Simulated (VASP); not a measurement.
# O (Fmmm) in VASP: notebook, part 2 of 2

VASP 6.6.1. The steps go on from the part before.

## Step 3: Single point, r2SCAN

POSCAR reads:

```
O
1.0
    0.0000000000      1.4737802100      3.3345106000
    2.1010352700      0.0000000000      3.3345106000
    2.1010352700      1.4737802100      0.0000000000
O
2
Direct
    0.0871000000      0.0871000000      0.9129000000
    0.9129000000      0.9129000000      0.0871000000
```

INCAR.step1 reads:

```
SYSTEM = O
PREC = Accurate
ENCUT = 520
ISMEAR = -1
SIGMA = 0.1
LREAL = .False.
LASPH = .True.
NELM = 100
NBANDS = 13
GGA = PE
ALGO = Normal
EDIFF = 1E-4
LWAVE = .True.
LCHARG = .False.
```

INCAR.step2 reads:

```
SYSTEM = O
PREC = Accurate
ENCUT = 520
EDIFF = 1E-7
ISMEAR = -1
SIGMA = 0.1
LREAL = .False.
LASPH = .True.
NELM = 100
ALGO = Normal
ISIF = 2
LWAVE = .False.
LCHARG = .False.
METAGGA = R2SCAN
LMIXTAU = .True.
NBANDS = 13
ISTART = 1
```

KPOINTS reads:

```
regular mesh
0
Gamma
  8 8 8
  0 0 0
```

Potentials or basis: VASP PAW PBE potentials, release 64 (O).

On the command line:

```bash
cat potpaw_PBE.64/O/POTCAR > POTCAR
cp INCAR.step1 INCAR
mpirun -np 1 vasp_std > vasp.out
cp INCAR.step2 INCAR
mpirun -np 1 vasp_std > vasp.out
```

OUTCAR:

```text
SYSTEM = O
   PREC = Accurate
   ENCUT = 520
   EDIFF = 1E-7
   ISMEAR = -1
   LREAL = .False.
   LASPH = .True.
   NELM = 100
   ISIF = 2
   METAGGA = R2SCAN
   ISTART = 1

 ion  position               nearest neighbor table
   1  0.087  0.087  0.913-   2 1.16
   2  0.913  0.913  0.087-   1 1.16

  LATTYP: Found a face centered orthorhombic cell.
 ALAT       =     2.9475604200
 B/A-ratio  =     1.4256096369
 C/A-ratio  =     2.2625562329

  Lattice vectors:

 A1 = (   2.1010352700,   0.0000000000,  -3.3345106000)
 A2 = (   0.0000000000,   1.4737802100,  -3.3345106000)
 A3 = (   2.1010352700,   1.4737802100,   0.0000000000)

Analysis of symmetry for initial positions (statically):
=====================================================================
 Subroutine PRICEL returns:
 Original cell was already a primitive cell.

 Routine SETGRP: Setting up the symmetry group for a
 face centered orthorhombic supercell.

 Subroutine GETGRP returns: Found  8 space group operations
 (whereof  8 operations were pure point group operations)
 out of a pool of  8 trial point group operations.

The static configuration has the point symmetry D_2h.

Analysis of symmetry for dynamics (positions and initial velocities):
=====================================================================
 Subroutine PRICEL returns:
 Original cell was already a primitive cell.

 Routine SETGRP: Setting up the symmetry group for a
 face centered orthorhombic supercell.

 Subroutine GETGRP returns: Found  8 space group operations
 (whereof  8 operations were pure point group operations)
 out of a pool of  8 trial point group operations.

The dynamic configuration has the point symmetry D_2h.

 Subroutine INISYM returns: Found  8 space group operations
 (whereof  8 operations are pure point group operations),
 and found     1 'primitive' translations

----------------------------------------------------------------------------------------
[... 121 lines left out ...]
   IVDW    =     0    specifies the selected vdW correction
   LEPSILON=     F    determine dielectric tensor
   LRPA    =     F    only Hartree local field effects (RPA)
 non-spin polarized calculation
  energy-cutoff  :      520.00
  volume of cell :       20.65
 maximum number of plane-waves:       568
   NGX = 13   NGY = 15   NGZ =  9

 number of electron      12.0000000 magnetization

 Free energy of the ion-electron system (eV)
  ---------------------------------------------------
  ext. energy  EPLUGINS =         0.00000000
  ---------------------------------------------------
  free energy    TOTEN  =       -11.06023587 eV

  energy without entropy =      -11.01565360  energy(sigma->0) =      -11.03794474

 E-fermi :   1.2026     XC(G=0): -10.5783

 val. band max:        1.1921219722   @ k =   0.2500   0.5000   0.1250
 cond. band min:       1.2231766063   @ k =  -0.3750   0.1250   0.3750
 fundamental gap:      0.0310546340
 Fermi energy:         1.2026397604

 k-point     1 :       0.0000    0.0000    0.0000
  band No.  band energies     occupation
      1     -29.1782      2.00000
      2     -13.7836      2.00000
      3      -8.8658      2.00000
      4      -5.7905      2.00000
      5      -5.4497      2.00000
      6       1.8246      0.00397
      7       2.4324      0.00001
      8      11.2817      0.00000
      9      14.2477      0.00000
     10      17.6284      0.00000
     11      22.1527      0.00000
     12      23.0699      0.00000
     13      27.5365      0.00000
[... 354 lines left out ...]
  band No.  band energies     occupation
      1     -28.6503      2.00000
      2     -13.6123      2.00000
      3      -8.6501      2.00000
      4      -6.9822      2.00000
      5      -6.1033      2.00000
      6      -0.0359      1.99999
      7       1.6940      0.01459
      8      13.1561      0.00000
      9      15.6899      0.00000
     10      18.3925      0.00000
     11      19.8688      0.00000
     12      20.9038      0.00000
     13      24.9420      0.00000

 [... further k-points ...]

------------------------ aborting loop because EDIFF is reached ----------------------------------------

  FORCE on cell =-STRESS in cart. coord.  units (eV):
  Direction    XX          YY          ZZ          XY          YZ          ZX
  --------------------------------------------------------------------------------------
  -------------------------------------------------------------------------------------
  Total       -1.2465195     -0.6604742      7.6255538      0.0000000      0.0000000      0.0000000
  in kB      -96.7122509    -51.2434409    591.6349338      0.0000000      0.0000000      0.0000000
  external PRESSURE =     147.8930807 kB  Pullay stress =       0.0000000 kB

 VOLUME and BASIS-vectors are now :
 -----------------------------------------------------------------------------
  energy-cutoff  :      520.00
  volume of cell :       20.65
      direct lattice vectors                 reciprocal lattice vectors
     0.000000000  1.473780210  3.334510600    -0.237977918  0.339263614  0.149947042
     2.101035270  0.000000000  3.334510600     0.237977918 -0.339263614  0.149947042
     2.101035270  1.473780210  0.000000000     0.237977918  0.339263614 -0.149947042

 POSITION                                       TOTAL-FORCE (eV/Angst)
 -----------------------------------------------------------------------------------
      2.10104      1.47378      0.58087         0.000000      0.000000      5.678336
      2.10104      1.47378      6.08815         0.000000      0.000000     -5.678336
 -----------------------------------------------------------------------------------
    total drift:                                0.000000      0.000000     -0.000000

  FREE ENERGIE OF THE ION-ELECTRON SYSTEM (eV)
  ---------------------------------------------------
  free  energy   TOTEN  =       -11.0602358730 eV

  energy  without entropy=      -11.0156535981  energy(sigma->0) =      -11.03794474
```

OUTCAR.step1:

```text
SYSTEM = O
   PREC = Accurate
   ENCUT = 520
   ISMEAR = -1
   LREAL = .False.
[... 608 lines left out ...]
      2.10104      1.47378      0.58087         0.000000      0.000000      6.154397
      2.10104      1.47378      6.08815         0.000000      0.000000     -6.154397
 -----------------------------------------------------------------------------------
    total drift:                                0.000000      0.000000     -0.000000

  FREE ENERGIE OF THE ION-ELECTRON SYSTEM (eV)
  ---------------------------------------------------
  free  energy   TOTEN  =        -9.3089604692 eV

  energy  without entropy=       -9.2630430593  energy(sigma->0) =       -9.28600176
```

OSZICAR.step1:

```text
N       E                     dE             d eps       ncg     rms          rms(c)
DAV:   1     0.373431458515E+02    0.37343E+02   -0.64887E+03  2510   0.860E+02
DAV:   2    -0.838459985780E+01   -0.45728E+02   -0.44009E+02  3174   0.188E+02
DAV:   3    -0.965990892021E+01   -0.12753E+01   -0.12597E+01  2725   0.281E+01
DAV:   4    -0.966310087065E+01   -0.31920E-02   -0.31918E-02  2895   0.174E+00
DAV:   5    -0.966311197478E+01   -0.11104E-04   -0.11104E-04  2736   0.936E-02    0.475E+00
DAV:   6    -0.937135105532E+01    0.29176E+00   -0.26073E-01  2765   0.469E+00    0.247E+00
DAV:   7    -0.930659340684E+01    0.64758E-01   -0.23210E-01  2850   0.430E+00    0.510E-01
DAV:   8    -0.930895175476E+01   -0.23583E-02   -0.14734E-02  2565   0.107E+00    0.863E-02
DAV:   9    -0.930896046921E+01   -0.87144E-05   -0.23898E-04  2894   0.139E-01
   1 F= -.93089605E+01 E0= -.92860018E+01  d E =-.459174E-01
```

It took 98 s on 1 thread of Intel Xeon Platinum 8488C (Sapphire Rapids), shared host; peak memory 0.15 GiB.

What came out:

* Free energy: -11.0602 eV
* Pressure: 14.8 GPa
* Largest force: 5.678 eV/Å
* Band gap on the k mesh: none (metal or under the smearing width)

Forces on the atoms (eV/Å):
```
O    0.000  0.000  5.678
O    0.000  0.000 -5.678
```

Caveat: the standard files for N, O and F lose accuracy on very short bonds; spin is off for a triplet molecule; the PAW data sets were made with another functional, which shifts forces and pressure a little.

## Step 4: Single point, r2SCAN

POSCAR is that of step 3.

INCAR.step1 reads:

```
PREC = Accurate
ENCUT = 520
ISMEAR = -1
SIGMA = 0.1
LREAL = False
LASPH = True
NELM = 100
ISYM = 0
NBANDS = 13
GGA = PE
ALGO = Normal
EDIFF = 1E-4
LWAVE = True
LCHARG = False
```

INCAR.step2 reads:

```
PREC = Accurate
ENCUT = 520
EDIFF = 1E-6
ISMEAR = -1
SIGMA = 0.1
LREAL = False
LASPH = True
NELM = 100
ALGO = Normal
ISIF = 2
LWAVE = False
LCHARG = True
METAGGA = R2SCAN
LMIXTAU = True
LELF = True
LVHAR = True
ISYM = 0
NBANDS = 13
ISTART = 1
```

KPOINTS reads:

```
Automatic mesh
0
Gamma
  8 8 8
```

Potentials or basis: VASP PAW PBE potentials, release 64 (O).

On the command line:

```bash
cat potpaw_PBE.64/O/POTCAR > POTCAR
cp INCAR.step1 INCAR
mpirun -np 1 vasp_std > vasp.out
cp INCAR.step2 INCAR
mpirun -np 1 vasp_std > vasp.out
```

OUTCAR:

```text
PREC = Accurate
   ENCUT = 520
   EDIFF = 1E-6
   ISMEAR = -1
   LREAL = False
   LASPH = True
   NELM = 100
   ISIF = 2
   METAGGA = R2SCAN
   ISYM = 0
   ISTART = 1

 ion  position               nearest neighbor table
   1  0.087  0.087  0.913-   2 1.16
   2  0.913  0.913  0.087-   1 1.16

IMPORTANT INFORMATION: All symmetrisations will be switched off!
NOSYMM: (Re-)initialisation of all symmetry stuff for point group C_1.

----------------------------------------------------------------------------------------

                                     Primitive cell

  volume of cell :      20.6504

  direct lattice vectors                    reciprocal lattice vectors
     0.000000000  1.473780210  3.334510600    -0.237977918  0.339263614  0.149947042
     2.101035270  0.000000000  3.334510600     0.237977918 -0.339263614  0.149947042
     2.101035270  1.473780210  0.000000000     0.237977918  0.339263614 -0.149947042

  length of vectors
     3.645680876  3.941232060  2.566393834     0.440701038  0.440701038  0.440701038

  position of ions in fractional coordinates (direct lattice)
     0.087100000  0.087100000  0.912900000
[... 140 lines left out ...]
      6       1.8247      0.00397
      7       2.4324      0.00001
      8      11.2817      0.00000
      9      14.2477      0.00000
     10      17.6285      0.00000
     11      22.1528      0.00000
     12      23.0700      0.00000
     13      27.5365      0.00000
[... 354 lines left out ...]
  band No.  band energies     occupation
      1     -28.8902      2.00000
      2     -14.2005      2.00000
      3      -7.8676      2.00000
      4      -6.7390      2.00000
      5      -5.7318      2.00000
      6       0.9589      1.83941
      7       2.2545      0.00005
      8      11.9373      0.00000
      9      14.4264      0.00000
     10      17.4762      0.00000
     11      19.4152      0.00000
     12      24.1353      0.00000
     13      27.1305      0.00000

 [... further k-points ...]

------------------------ aborting loop because EDIFF is reached ----------------------------------------

  FORCE on cell =-STRESS in cart. coord.  units (eV):
  Direction    XX          YY          ZZ          XY          YZ          ZX
  --------------------------------------------------------------------------------------
  -------------------------------------------------------------------------------------
  Total       -1.2461597     -0.6601279      7.6258788      0.0000295     -0.0000166      0.0000572
  in kB      -96.6843336    -51.2165700    591.6601501      0.0022891     -0.0012889      0.0044387
  external PRESSURE =     147.9197488 kB  Pullay stress =       0.0000000 kB

 VOLUME and BASIS-vectors are now :
 -----------------------------------------------------------------------------
  energy-cutoff  :      520.00
  volume of cell :       20.65
      direct lattice vectors                 reciprocal lattice vectors
     0.000000000  1.473780210  3.334510600    -0.237977918  0.339263614  0.149947042
     2.101035270  0.000000000  3.334510600     0.237977918 -0.339263614  0.149947042
     2.101035270  1.473780210  0.000000000     0.237977918  0.339263614 -0.149947042

 POSITION                                       TOTAL-FORCE (eV/Angst)
 -----------------------------------------------------------------------------------
      2.10104      1.47378      0.58087         0.000018      0.000025      5.678251
      2.10104      1.47378      6.08815        -0.000018     -0.000025     -5.678251
 -----------------------------------------------------------------------------------
    total drift:                                0.000000     -0.000000      0.000001

  FREE ENERGIE OF THE ION-ELECTRON SYSTEM (eV)
  ---------------------------------------------------
  free  energy   TOTEN  =       -11.0602363010 eV

  energy  without entropy=      -11.0156541083  energy(sigma->0) =      -11.03794520
```

OUTCAR.step1:

```text
PREC = Accurate
   ENCUT = 520
   ISMEAR = -1
   LREAL = False
   LASPH = True
[... 568 lines left out ...]
      2.10104      1.47378      0.58087         0.000037      0.000025      6.154568
      2.10104      1.47378      6.08815        -0.000037     -0.000025     -6.154568
 -----------------------------------------------------------------------------------
    total drift:                                0.000000      0.000000     -0.000009

  FREE ENERGIE OF THE ION-ELECTRON SYSTEM (eV)
  ---------------------------------------------------
  free  energy   TOTEN  =        -9.3089642291 eV

  energy  without entropy=       -9.2630469872  energy(sigma->0) =       -9.28600561
```

It took 2.6 min on 1 thread of Intel Xeon Platinum 8488C (Sapphire Rapids), shared host; peak memory 0.17 GiB.

Results:

```yaml
Free_energy: -11.0602 eV
Pressure: 14.8 GPa
Largest_force: 5.678 eV/Å
Band_gap_on_the_k_mesh: none (metal or under the smearing width)
```

Forces on the atoms (eV/Å):
```
O    0.000  0.000  5.678
O    0.000  0.000 -5.678
```

Stress tensor (GPa, compression positive):
```
-9.67  0.00  0.00
 0.00 -5.12  0.00
 0.00  0.00 59.17
```

Caveat: the standard files for N, O and F lose accuracy on very short bonds; spin is off for a triplet molecule; the PAW data sets were made with another functional, which shifts forces and pressure a little.
